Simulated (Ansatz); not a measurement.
# CoSi: the cost of one run

Program: Ansatz 0.2.0. Level of theory: DFT PBE, scalar-relativistic, plane waves, PAW, unless a step names another level. These are calculated values, not measurements.

5 further runs of the same task are left out: 1 that didn't finish, 4 set aside as unsound or not needed.

### Step 1. What the formula suggests

Pauling electronegativities: Co 1.88, Si 1.90 (spread 0.02). The formula balances with common oxidation states: Co +4, Si -4, a formal count that means little at so small a spread. Tabulated atomic sizes suggest about 12 Å³/atom. 21 candidates were drawn, by swapping species into database cells of other compounds, at random by space group and Wyckoff sites, or by hand, as the table says:

| name | made from | space group no. | Wyckoff sites | atoms (primitive cell) | V (Å³/atom) |
| --- | --- | --- | --- | --- | --- |
| c01 | built by hand: CsCl (B2) | 221 | Co 1a; Si 1b | 2 | 11.2 |
| c02 | database cell of CdIn | 187 | Co 1e; Si 1b | 2 | 12.8 |
| c03 | database cell of YbO | 225 | Co 4b; Si 4a | 2 | 11.3 |
| c04 | random | 191 | Co 1a; Si 1b | 2 | 12.6 |
| c05 | database cell of VFe | 221 | Co 1a; Si 1b | 2 | 12.9 |
| c06 | built by hand: NiAs (B8_1) | 194 | Co 2a; Si 2c | 4 | 12.1 |
| c07 | database cell of PbO | 129 | Co 2a; Si 2c | 4 | 12.8 |
| c08 | database cell of ZrH | 131 | Co 2d; Si 2f | 4 | 13.6 |
| c09 | built by hand: FeSi (B20) | 198 | Co 4a; Si 4a | 8 | 11.2 |
| c10 | database cell of PtPb | 194 | Co 2c; Si 2a | 4 | 11.6 |
| c11 | built by hand: MnP (B31, NiSi) | 62 | Co 4c; Si 4c | 8 | 11.8 |
| c12 | random | 227 | Co 8a; Si 8b | 4 | 13.7 |
| c13 | built by hand: FeB (B27) | 62 | Co 4c; Si 4c | 8 | 11.5 |
| c14 | random | 123 | Co 1a; Si 1b | 2 | 14.4 |
| c15 | database cell of CdAg | 221 | Co 1b; Si 1a | 2 | 10.9 |
| c16 | database cell of VRu | 123 | Co 1d; Si 1a | 2 | 12.8 |
| c17 | database cell of HoS | 225 | Co 4a; Si 4b | 2 | 10.8 |
| c18 | random | 191 | Co 1b; Si 1a | 2 | 12.4 |
| c19 | built by hand: CoSn (B35) | 191 | Co 3f; Si 2d, 1a | 6 | 12.4 |
| c20 | database cell of InNi | 191 | Co 3f; Si 2d, 1a | 6 | 12.3 |
| c21 | database cell of IrOs | 187 | Co 1a; Si 1d | 2 | 12.5 |

### Step 2. Screening run of c02

input.yaml reads:

```yaml
crystal:
  lattice:
    - [2.52232072, 0.0, 0.0]
    - [-1.26116036, 2.18439382, 0.0]
    - [0.0, 0.0, 4.63628026]
  atoms:
    - { symbol: Co, position: [0.66666667, 0.33333333, 0.0], spin: 3.0 }
    - { symbol: Si, position: [0.0, 0.0, 0.5] }
basis:
  ecutwfc: 420
kpoints:
  mp_grid: { grid: [9, 9, 4] }
hamiltonian:
  xc: pbe
scf:
  occupations: { method: gaussian, width: 0.2 }
  lower_state_search: "off"
output:
  forces: true
  stress: true
  eigenvalues: true
  populations: true
magnetization:
  spin_polarized: true
relax:
  adjacent_minimum: "off"
  f_tol: 0.08
  max_steps: 16
  cell: { stress_tol: 0.8 }
```

Run with:

```
ansatz run input.yaml --threads 1 --pin off --max-ram 2560MiB --backend cpu --events-out ev --progress --plain --runs-dir out
```

Q: Estimate wall time and peak memory on 1 thread of Intel Xeon at 2.50GHz (Skylake/Cascade Lake), shared host.

About 90 s, with a peak of 0.34 GiB.
